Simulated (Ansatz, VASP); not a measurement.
**W in VASP and in Ansatz**

File INCAR:

```
SYSTEM = W
  ALGO = Normal
  EDIFF = 1E-6
  EDIFFG = -0.005
  ENCUT = 600
  IBRION = 2
  ISIF = 3
  ISMEAR = 0
  LASPH = .TRUE.
  LCHARG = .FALSE.
  LREAL = .FALSE.
  LWAVE = .FALSE.
  NELM = 100
  NSW = 100
  PREC = Accurate
  SIGMA = 0.1
```

Contents of KPOINTS:

```
k-points
0
G
  18 18 18
  0 0 0
```

Contents of POSCAR:

```
W
1.0
   -1.5688199716      1.5688199716      1.5688199716
    1.5688199716     -1.5688199716      1.5688199716
    1.5688199716      1.5688199716     -1.5688199716
W
1
Direct
    0.0000000000      0.0000000000      0.0000000000
```

Input for Ansatz:

```yaml
crystal:
  lattice:
    - [-1.5688199727, 1.5688199727, 1.5688199727]
    - [1.5688199727, -1.5688199727, 1.5688199727]
    - [1.5688199727, 1.5688199727, -1.5688199727]
  atoms:
    - { symbol: W, position: [0.0, 0.0, 0.0] }
basis:
  ecutwfc: 420
kpoints:
  mp_grid: { grid: [18, 18, 18] }
hamiltonian:
  xc: lda
scf:
  occupations: { method: gaussian, width: 0.1 }
output:
  forces: true
  stress: true
  eigenvalues: true
relax:
  adjacent_minimum: "off"
  f_tol: 0.005
  max_steps: 80
  cell: { stress_tol: 0.05 }
```

Alike in both runs: task relaxation of cell and atoms; functional LDA; k mesh 18 × 18 × 18; occupations gaussian, width 0.1 eV; no spin polarisation.

```csv
,VASP,Ansatz
version,VASP 6.6.1,Ansatz 0.2.0
potentials or method,"VASP PAW LDA potentials, release 64 (W_sv)","scalar-relativistic, plane waves, PAW"
plane-wave cutoff (eV),600,420
valence electrons in the cell,14,14
```

|  | VASP | Ansatz | Ansatz less VASP |
| --- | --- | --- | --- |
| gap on the k mesh at the Fermi level, each at its own relaxed structure (eV) | none | none | - |
| relaxed volume (Å³/atom) | 15.51 | 15.42 | -0.092 |
| relaxed cell length with the largest relative difference (Å) | 2.721 | 2.716 | -0.0054 |

A gap of «none» marks a metal or a gap that the smearing closes.

Spin-orbit coupling is left out, which matters for the levels of W.
